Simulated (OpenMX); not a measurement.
Crystal: Ag.

```xyz
2
Lattice="2.9300 0.0000 0.0000 -1.4650 2.5375 0.0000 0.0000 0.0000 4.7900" Properties=species:S:1:pos:R:3 pbc="T T T"
Ag    1.4650    0.8458    3.5925
Ag    0.0000    1.6916    1.1975
```

This isn't the form of Ag at room conditions, which is fcc.

| Property | Result |
| --- | --- |
| Program | OpenMX 3.8.5 |
| Task | single point |
| Functional | PBE |
| Potentials or basis | OpenMX 2013 PBE set, Ag7.0-s3p2d2, grid cutoff 400 Ry |
| k mesh | 11 × 11 × 7 |
| Occupations | fermi-dirac, width 0.05 eV |
| Spin | no spin polarisation |

On this cell: pressure 2.6 GPa; largest force under 0.003 eV/Å; band gap on the k mesh none (metal or under the smearing width).

The same run follows on a disturbed copy (atoms moved at random, drawn with an rms of 0.05 Å):

```xyz
2
Lattice="2.9300 0.0000 0.0000 -1.4650 2.5375 0.0000 0.0000 0.0000 4.7900" Properties=species:S:1:pos:R:3 pbc="T T T"
Ag    1.4937    0.8883    3.5776
Ag    0.0046    1.7069    1.2002
```

Question: What does the disturbed cell give?

Answer: The energy (extrapolated to zero smearing) moves by +0.9 meV/atom; pressure 2.7 GPa; largest force 0.115 eV/Å; band gap on the k mesh none (metal or under the smearing width).

Forces on the atoms (eV/Å):
```
Ag  -0.022 -0.027  0.109
Ag   0.020  0.015 -0.098
```

The forces don't sum to zero, so they hold noise of the program's grid.

Caveats: the basis of atomic orbitals isn't converged, which shifts pressures, moduli and gaps.
